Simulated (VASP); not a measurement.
# SiNi (Pmmn) in VASP: notebook, part 2 of 2

VASP 6.6.1. Earlier steps stand in the parts before.

**3. Relaxation of cell and atoms, PBEsol, target pressure 44 GPa, at which the enthalpy is minimised**

The input, INCAR:

```
ALGO = Normal
EDIFF = 1E-6
EDIFFG = -0.01
ENCUT = 600
GGA = PS
IBRION = 2
ISIF = 3
ISMEAR = 1
KPAR = 2
LASPH = T
LCHARG = F
LREAL = F
LWAVE = F
NELM = 80
NSW = 90
PREC = Accurate
PSTRESS = 440.0
SIGMA = 0.1
```

The input, KPOINTS:

```
k-points
0
Gamma
  12 12 8
```

The input, POSCAR:

```
SiNi
1.0
    2.9427706600      0.0000000000      0.0000000000
    0.0000000000      3.2803255400      0.0000000000
    0.0000000000      0.0000000000      4.6774467600
Si Ni
2 2
Direct
    0.0000000000      0.0000000000      0.1568568400
    0.5000000000      0.5000000000      0.8431431600
    0.0000000000      0.0000000000      0.6575044100
    0.5000000000      0.5000000000      0.3424955900
```

Potentials or basis: VASP PAW PBE potentials, release 64 (Si, Ni).

Started as:

```bash
cat potpaw_PBE.64/Si/POTCAR potpaw_PBE.64/Ni/POTCAR > POTCAR
mpirun -np 2 vasp_std > vasp.out
```

OUTCAR:

```text
EDIFF = 1E-6
   EDIFFG = -0.01
   ENCUT = 600
   GGA = PS
   IBRION = 2
   ISIF = 3
   ISMEAR = 1
   LASPH = T
   LREAL = F
   NELM = 80
   NSW = 90
   PREC = Accurate
   PSTRESS = 440.0

 ion  position               nearest neighbor table
   1  0.000  0.000  0.157-   3 2.34   3 2.34   4 2.37   4 2.37   4 2.37   4 2.37   2 2.65   2 2.65
                             2 2.65   2 2.65
   2  0.500  0.500  0.843-   4 2.34   4 2.34   3 2.37   3 2.37   3 2.37   3 2.37   1 2.65   1 2.65
                             1 2.65   1 2.65
   3  0.000  0.000  0.658-   1 2.34   1 2.34   2 2.37   2 2.37   2 2.37   2 2.37   4 2.65   4 2.65
                             4 2.65   4 2.65
   4  0.500  0.500  0.342-   2 2.34   2 2.34   1 2.37   1 2.37   1 2.37   1 2.37   3 2.65   3 2.65
                             3 2.65   3 2.65

  LATTYP: Found a simple orthorhombic cell.
 ALAT       =     2.9427706600
 B/A-ratio  =     1.1147064855
 C/A-ratio  =     1.5894703667

  Lattice vectors:

 A1 = (   2.9427706600,   0.0000000000,   0.0000000000)
 A2 = (   0.0000000000,   3.2803255400,   0.0000000000)
 A3 = (   0.0000000000,   0.0000000000,   4.6774467600)

Analysis of symmetry for initial positions (statically):
=====================================================================
 Subroutine PRICEL returns:
 Original cell was already a primitive cell.

 Routine SETGRP: Setting up the symmetry group for a
 simple orthorhombic supercell.

 Subroutine GETGRP returns: Found  8 space group operations
 (whereof  4 operations were pure point group operations)
 out of a pool of  8 trial point group operations.

The static configuration has the point symmetry C_2v.
 The point group associated with its full space group is D_2h.

Analysis of symmetry for dynamics (positions and initial velocities):
=====================================================================
 Subroutine PRICEL returns:
 Original cell was already a primitive cell.

 Routine SETGRP: Setting up the symmetry group for a
 simple orthorhombic supercell.

 Subroutine GETGRP returns: Found  8 space group operations
 (whereof  4 operations were pure point group operations)
 out of a pool of  8 trial point group operations.

The dynamic configuration has the point symmetry C_2v.
 The point group associated with its full space group is D_2h.

 Subroutine INISYM returns: Found  8 space group operations
 (whereof  4 operations are pure point group operations),
 and found     1 'primitive' translations

----------------------------------------------------------------------------------------

                                     Primitive cell

  volume of cell :      45.1525

  direct lattice vectors                    reciprocal lattice vectors
     2.942770660  0.000000000  0.000000000     0.339815812  0.000000000  0.000000000
     0.000000000  3.280325540  0.000000000     0.000000000  0.304847793  0.000000000
     0.000000000  0.000000000  4.677446760     0.000000000  0.000000000  0.213791851

  length of vectors
     2.942770660  3.280325540  4.677446760     0.339815812  0.304847793  0.213791851

  position of ions in fractional coordinates (direct lattice)
     0.000000000  0.000000000  0.156856840
     0.500000000  0.500000000  0.843143160
[... 68 lines left out ...]
   ions per type =               2   2
   NGX,Y,Z   is equivalent  to a cutoff of  13.56, 14.19, 14.22 a.u.
   NGXF,Y,Z  is equivalent  to a cutoff of  27.12, 28.38, 28.43 a.u.
 SYSTEM =  unknown system
   PREC   = accura    normal or accurate (medium, high low for compatibility)
   ISTART =      0    job   : 0-new  1-cont  2-samecut
   ICHARG =      2    charge: 1-file 2-atom 10-const
   ISPIN  =      1    spin polarized calculation?
   LNONCOLLINEAR =      F non collinear calculations
   LSORBIT =      F    spin-orbit coupling
   LASPH  =      T    aspherical Exc in radial PAW
   ENCUT  =  600.0 eV  44.10 Ry    6.64 a.u.   5.88  6.55  9.34*2*pi/ulx,y,z
   NELM   =     80;   NELMIN=  2; NELMDL= -5     # of ELM steps
   EDIFF  = 0.1E-05   stopping-criterion for ELM
   LREAL  =      F    real-space projection
   EDIFFG = -.1E-01   stopping-criterion for IOM
   NSW    =     90    number of steps for IOM
   IBRION =      2    ionic relax: 0-MD 1-quasi-New 2-CG
   NFREE  =      1    steps in history (QN), initial steepest desc. (CG)
   ISIF   =      3    stress and relaxation
   ISYM   =      2    0-nonsym 1-usesym 2-fastsym
   POTIM  = 0.5000    time-step for ionic-motion
   TEBEG  =    0.0;   TEEND  =   0.0 temperature during run
   PSTRESS=  440.0 pullay stress
   NELECT =      28.0000    total number of electrons
   NUPDOWN=      -1.0000    fix difference up-down
   EMIN   =  10.00;   EMAX   =-10.00  energy-range for DOS
   EFERMI =   0.00;   METHOD = LEGACY
   ISMEAR =     1;   SIGMA  =   0.10  broadening in eV -4-tet -1-fermi 0-gaus
   EFERMI_NEDOS =   21; number of points for ismear=-14 and -15
   IALGO  =     38    algorithm
   IMIX   =      4    mixing-type and parameters
     AMIX     =   0.40;   BMIX     =  1.00
     AMIX_MAG =   1.60;   BMIX_MAG =  1.00
  volume/ion in A,a.u.               =      11.29        76.18
  Fermi-wavevector in a.u.,A,eV,Ry     =   1.396047  2.638147 26.517045  1.948948
  Thomas-Fermi vector in A             =   2.519440
   LORBIT       =      0    0 simple, 1 ext, 2 COOP (PROOUT), +10 PAW based schemes
   GGA     = PS    functional components
   LHFCALC =     F    Hartree Fock is set to
   AEXX    =    0.0000 exact exchange contribution
   IVDW    =     0    specifies the selected vdW correction
   LEPSILON=     F    determine dielectric tensor
   LRPA    =     F    only Hartree local field effects (RPA)
 conjugate gradient relaxation of ions
 non-spin polarized calculation
 Methfessel and Paxton  Order N= 1 SIGMA  =   0.10
  energy-cutoff  :      600.00
  volume of cell :       45.15
 maximum number of plane-waves:      1536
 NGX is ok and might be reduce to    24
   NGX = 11   NGY = 13   NGZ = 19

--------------------------------------- Ionic step        1  -------------------------------------------

 number of electron      27.9999999 magnetization

 Free energy of the ion-electron system (eV)
  ---------------------------------------------------
  ext. energy  EPLUGINS =         0.00000000
  ---------------------------------------------------
  free energy    TOTEN  =       -25.96356595 eV

  energy without entropy =      -25.96401273  energy(sigma->0) =      -25.96371488

------------------------ aborting loop because EDIFF is reached ----------------------------------------

  FORCE on cell =-STRESS in cart. coord.  units (eV):
  Direction    XX          YY          ZZ          XY          YZ          ZX
  --------------------------------------------------------------------------------------
  -------------------------------------------------------------------------------------
  Total        0.0976348      0.0123498      0.0757774      0.0000000      0.0000000      0.0000000
  in kB        3.4644412      0.4382169      2.6888583      0.0000000      0.0000000      0.0000000
  external PRESSURE =    -437.8028279 kB  Pullay stress =     440.0000000 kB
[... 103 lines left out ...]
  energy  without entropy=      -25.3684829227  energy(sigma->0) =      -25.36839116

  enthalpy is  TOTEN    =       -14.5395508493 eV   P V=       10.8287944279

[... ionic steps 4 to 24 ...]

--------------------------------------- Ionic step       25  -------------------------------------------

 number of electron      27.9999999 magnetization

------------------------ aborting loop because EDIFF is reached ----------------------------------------
[... 75 lines left out ...]
--------------------------------------- Ionic step       27  -------------------------------------------

 number of electron      27.9999999 magnetization

 Free energy of the ion-electron system (eV)
  ---------------------------------------------------
  ext. energy  EPLUGINS =         0.00000000
  ---------------------------------------------------
  free energy    TOTEN  =       -25.14514160 eV

  energy without entropy =      -25.14536731  energy(sigma->0) =      -25.14521684

 E-fermi :  14.4218     XC(G=0): -13.5788

 val. band max:       14.3981288903   @ k =   0.4167   0.2500   0.3750
 cond. band min:      14.4581294031   @ k =   0.3333   0.1667   0.0000
 fundamental gap:      0.0600005128
 Fermi energy:        14.4218089909

 k-point     1 :       0.0000    0.0000    0.0000
  band No.  band energies     occupation
      1      -1.4610      2.00000
      2       4.8880      2.00000
      3       6.4316      2.00000
      4       8.9406      2.00000
      5       9.3588      2.00000
      6      10.7378      2.00000
[... 481 lines left out ...]
      5       9.5654      2.00000
      6       9.6821      2.00000
[... 10 lines left out ...]
     17      17.4614      0.00000
     18      20.6571      0.00000

 [... further k-points ...]
[... 5 lines left out ...]
  --------------------------------------------------------------------------------------
  -------------------------------------------------------------------------------------
  Total       10.5349988     10.5244528     10.5292389      0.0000000      0.0000000      0.0000000
  in kB      440.6442982    440.2031922    440.4033799      0.0000000      0.0000000      0.0000000
  external PRESSURE =       0.4169568 kB  Pullay stress =     440.0000000 kB
[... 23 lines left out ...]
  energy  without entropy=      -25.1453673090  energy(sigma->0) =      -25.14521684

  enthalpy is  TOTEN    =       -14.6255467434 eV   P V=       10.5195948556

 reached required accuracy - stopping structural energy minimisation
```

OSZICAR:

```text
N       E                     dE             d eps       ncg     rms          rms(c)
DAV:   1     0.148352039478E+03    0.14835E+03   -0.14034E+04  8820   0.206E+03
DAV:   2    -0.215286360821E+02   -0.16988E+03   -0.16530E+03  8822   0.342E+02
DAV:   3    -0.295451446353E+02   -0.80165E+01   -0.78054E+01 10040   0.901E+01
DAV:   4    -0.298060540763E+02   -0.26091E+00   -0.25959E+00 10802   0.145E+01
[... 234 lines left out ...]
DAV:   2    -0.251453970528E+02   -0.58387E-04   -0.33841E-03  9874   0.117E+00    0.116E-01
DAV:   3    -0.251451487504E+02    0.24830E-03   -0.11692E-03  9824   0.701E-01    0.231E-02
DAV:   4    -0.251451429502E+02    0.58003E-05   -0.39676E-05  9066   0.497E-02    0.849E-03
DAV:   5    -0.251451416614E+02    0.12888E-05   -0.39343E-06  7712   0.352E-02    0.281E-03
DAV:   6    -0.251451415989E+02    0.62453E-07   -0.10288E-06  5208   0.873E-03
  27 F= -.14625547E+02 E0= -.14625622E+02  d E =-.436339E-05
```

CONTCAR:

```text
SiNi
   1.00000000000000
     2.6366973657528732    0.0000000000000000    0.0000000000000000
     0.0000000000000000    3.2199776031703866    0.0000000000000000
     0.0000000000000000    0.0000000000000000    4.5117370836666888
  Si              Ni
     2     2
Direct
     0.0000000000000000    0.0000000000000000    0.1536954858822736
     0.5000000000000000    0.5000000000000000    0.8463045141177264
     0.0000000000000000    0.0000000000000000    0.6518474587419968
     0.5000000000000000    0.5000000000000000    0.3481525412580034

  0.00000000E+00  0.00000000E+00  0.00000000E+00
  0.00000000E+00  0.00000000E+00  0.00000000E+00
  0.00000000E+00  0.00000000E+00  0.00000000E+00
  0.00000000E+00  0.00000000E+00  0.00000000E+00
```

Wall time 14 min (2 MPI ranks of Intel Xeon Platinum 8488C (Sapphire Rapids), shared host); peak memory 0.35 GiB.

Results:

```
Free energy                                            : -25.1451 eV
Relaxed volume                                         : 9.58 Å³/atom
Relaxed cell                                           : a = 2.637 Å, b = 3.220 Å, c = 4.512 Å, α = 90.00°, β = 90.00°, γ = 90.00°
Space group after relaxing (to 0.05 Å)                 : Pmmn (No. 59)
Energy change on relaxing (the enthalpy is what falls) : +204.6 meV/atom
Ionic steps                                            : 27
Pressure after relaxing                                : 44.0 GPa
Band gap on the k mesh                                 : none (metal or under the smearing width)
```

Step by step:
| step | energy change (eV) | largest force (eV/Å) | pressure (GPa) | volume (Å³) |
| --- | --- | --- | --- | --- |
| 1 | 0.0000 | 0.0710 | 0.22 | 45.15 |
| 2 | 10.0821 | 2.3453 | 288.55 | 27.85 |
| 3 | 0.5952 | 0.5369 | 37.59 | 39.43 |
| 4 | 0.7099 | 0.5841 | 42.12 | 38.97 |
| 5 | 0.7600 | 0.6033 | 43.76 | 38.78 |
| 6 | 0.7935 | 0.6160 | 44.96 | 38.66 |
| 7 | 0.8373 | 0.1679 | 45.46 | 38.32 |
| 8 | 0.8344 | 0.1732 | 45.41 | 38.33 |
| 9 | 0.7248 | 0.0769 | 41.34 | 38.72 |
| 10 | 0.7513 | 0.0141 | 42.16 | 38.62 |
| 11 | 0.7840 | 0.1289 | 43.55 | 38.49 |
| 12 | 0.8131 | 0.2293 | 44.50 | 38.38 |
| 13 | 0.8126 | 0.1640 | 44.16 | 38.36 |
| 14 | 0.8257 | 0.2081 | 44.15 | 38.29 |
| 15 | 0.8209 | 0.1727 | 44.29 | 38.30 |
| 16 | 0.7998 | 0.0426 | 43.20 | 38.37 |
| 17 | 0.8011 | 0.0508 | 43.34 | 38.37 |
| 18 | 0.8479 | 0.0308 | 45.07 | 38.20 |
| 19 | 0.8219 | 0.0140 | 44.10 | 38.29 |
| 20 | 0.8212 | 0.0154 | 44.10 | 38.30 |
| 21 | 0.8190 | 0.0186 | 44.11 | 38.30 |
| 22 | 0.8100 | 0.0348 | 43.65 | 38.34 |
| 23 | 0.8187 | 0.0201 | 43.97 | 38.30 |
| 24 | 0.8171 | 0.0098 | 43.90 | 38.31 |
| 25 | 0.8156 | 0.0027 | 43.87 | 38.32 |
| 26 | 0.8255 | 0.0062 | 44.26 | 38.28 |
| 27 | 0.8184 | 0.0019 | 44.04 | 38.31 |

Final structure:
```
Si Ni
1.0
     2.63670    0.00000    0.00000
     0.00000    3.21998    0.00000
     0.00000    0.00000    4.51174
Si Ni
2 2
Direct
  0.00000 0.00000 0.15370
  0.50000 0.50000 0.84630
  0.00000 0.00000 0.65185
  0.50000 0.50000 0.34815
```

Levels at points of the mesh, in eV from the Fermi level:
| k point | band 12 | band 13 | band 14 | band 15 | band 16 | band 17 |
| --- | --- | --- | --- | --- | --- | --- |
| (0.00, 0.00, 0.00) | -2.38 | -2.30 | -2.30 | 1.98 | 3.36 | 5.33 |
| (0.50, 0.00, 0.00) | -3.09 | -1.52 | -1.52 | 2.44 | 2.44 | 3.44 |
| (0.00, 0.50, 0.00) | -2.90 | -2.44 | -2.44 | 1.07 | 1.07 | 7.06 |
| (0.50, 0.50, 0.00) | -2.70 | -1.53 | -1.53 | 2.25 | 2.25 | 2.27 |
| (0.00, 0.00, 0.50) | -2.34 | 0.67 | 0.76 | 1.43 | 1.76 | 3.82 |
| (0.50, 0.00, 0.50) | -2.81 | -1.19 | -1.19 | 3.36 | 3.36 | 5.59 |
| (0.00, 0.50, 0.50) | -2.71 | -2.28 | -2.28 | 5.00 | 5.00 | 7.51 |
| (0.50, 0.50, 0.50) | -2.78 | -1.40 | -1.40 | -0.63 | -0.63 | 1.83 |

Caveat: the cell is relaxed towards a set pressure, so the enthalpy falls and the energy may rise; the volume moved by over 15 % at a fixed basis, so the end points are rough; the PAW data sets were made with another functional, which shifts forces and pressure a little. Spin polarisation is off, so any magnetic state and its effect on volume and gap are missing.
